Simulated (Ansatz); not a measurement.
# Si: the cost of one run

Computed with Ansatz 0.2.0 (DFT PBE, scalar-relativistic, plane waves, PAW, unless a step's input says otherwise).

## (1) Starting point

Symmetry: P-4m2, No. 115, tetragonal system. The conventional cell has a = 4.973 Å, b = 4.973 Å, c = 4.618 Å, α = 90.00°, β = 90.00°, γ = 90.00°. Around Si (site symmetry m) lie 4 Si at 2.19 to 2.29 Å. Around Si (site symmetry -4m2) lie 4 Si at 2.21 Å.

Structure file:

```xyz
5
Lattice="4.9729 0.0000 0.0000 0.0000 4.9729 0.0000 0.0000 0.0000 4.6183" Properties=species:S:1:pos:R:3 pbc="T T T"
Si    0.0000    1.3409    2.8604
Si    1.3409    0.0000    1.7579
Si    3.6321    0.0000    1.7579
Si    0.0000    3.6321    2.8604
Si    0.0000    0.0000    0.0000
```

The cell is invented: 4-connected net of one element (P-4m2, No. 115). Lengths come from tabulated atomic sizes and are only a guess.

## (2) A first look at the guess

File input.yaml:

```yaml
crystal:
  lattice:
    - [4.97294505, 0.0, 0.0]
    - [0.0, 4.97294505, 0.0]
    - [0.0, 0.0, 4.61828673]
  atoms:
    - { symbol: Si, position: [0.0, 0.26963234, 0.61936938] }
    - { symbol: Si, position: [0.26963234, 0.0, 0.38063062] }
    - { symbol: Si, position: [0.73036766, 0.0, 0.38063062] }
    - { symbol: Si, position: [0.0, 0.73036766, 0.61936938] }
    - { symbol: Si, position: [0.0, 0.0, 0.0] }
basis:
  ecutwfc: 420
kpoints:
  mp_grid: { grid: [4, 4, 4] }
hamiltonian:
  xc: pbe
scf:
  occupations: { method: gaussian, width: 0.1 }
  lower_state_search: "off"
output:
  forces: true
  stress: true
  eigenvalues: true
```

The run is started by

```
ansatz run input.yaml --threads 1 --pin off --max-ram 2560MiB --backend cpu --events-out ev --progress --plain --runs-dir out
```

What time and memory should one allow on 1 thread of Arm Neoverse V1, shared host?

About 3.3 s, with a peak of 0.29 GiB.
